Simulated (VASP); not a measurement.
Input of a VASP 6.6.1 run:

INCAR

```
ALGO = Fast
EDIFF = 1E-6
ENCUT = 520
GGA = PS
ISIF = 2
ISMEAR = 0
LASPH = True
LCHARG = True
LELF = True
LREAL = False
LVHAR = True
LWAVE = False
NELM = 60
PREC = Accurate
SIGMA = 0.02
```

File KPOINTS:

```
k-points
0
Gamma
  8 8 4
```

The input POSCAR:

```
TiTe
1.0
    3.8420000000      0.0000000000      0.0000000000
   -1.9210000000      3.3272696013      0.0000000000
    0.0000000000      0.0000000000      6.4030000000
Te Ti
2 2
Direct
    0.6666666667      0.3333333333      0.7500000000
    0.3333333333      0.6666666667      0.2500000000
    0.0000000000      0.0000000000      0.5000000000
    0.0000000000      0.0000000000      0.0000000000
```

Potentials or basis: VASP PAW PBE potentials, release 64 (Te, Ti_pv).

Run with:

```sh
$ cat potpaw_PBE.64/Te/POTCAR potpaw_PBE.64/Ti_pv/POTCAR > POTCAR
$ mpirun -np 1 vasp_std > vasp.out
```

Problem. What does it give for the pressure?

Solution. 3.5 GPa.

Problem. Estimate the band gap on the k mesh.

Solution. None (metal or under the smearing width).

Stress tensor (GPa, compression positive):
```
1.91 0.00 0.00
0.00 1.91 0.00
0.00 0.00 6.75
```

Caveat: the PAW data sets were made with another functional, which shifts forces and pressure a little. Spin-orbit coupling is left out, which matters for the levels of Te.
